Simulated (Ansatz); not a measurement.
Here is an Ansatz 0.2.0 calculation.

File input.yaml:

```yaml
crystal:
  lattice:
    - [-1.62547, 1.62547, 2.4737]
    - [1.62547, -1.62547, 2.4737]
    - [1.62547, 1.62547, -2.4737]
  atoms:
    - { symbol: In, position: [0.0, 0.0, 0.0] }
hamiltonian:
  xc: blyp
  pseudopotentials: { kind: paw }
  dispersion: d4
kpoints:
  mp_grid: { grid: [11, 11, 11] }
scf:
  occupations: { method: fermi_dirac, width: 0.05 }
output:
  forces: true
  stress: true
  eigenvalues: true
  write_density: true
  write_potential: true
  elf: true
  volumetric_format: npy
relax:
  f_tol: 0.01
  max_steps: 40
  cell: { stress_tol: 0.05 }
```

Potentials or basis: Ansatz PAW.

Launch:

```sh
$ ansatz run input.yaml --threads 2 --pin off --max-ram 5632MiB --backend cpu --events-out ev --progress --plain --runs-dir out
```

(1) Estimate the band gap on the k mesh.

(2) What does it give for the space group after relaxing (to 0.05 Å)?

(3) Predict the relaxed volume.

(4) Predict the relaxed cell.

Results:

(1) none (metal or under the smearing width).

(2) I4/mmm (No. 139).

(3) 27.79 Å³/atom.

(4) a = 3.480 Å, b = 3.480 Å, c = 3.480 Å, α = 124.00°, β = 124.00°, γ = 83.21°.

Caveat: pairwise dispersion overbinds metals, which lowers pressure and volume; the PAW data sets come from PBE, with cores solved anew for the run's functional, which leaves a small shift of forces and pressure.
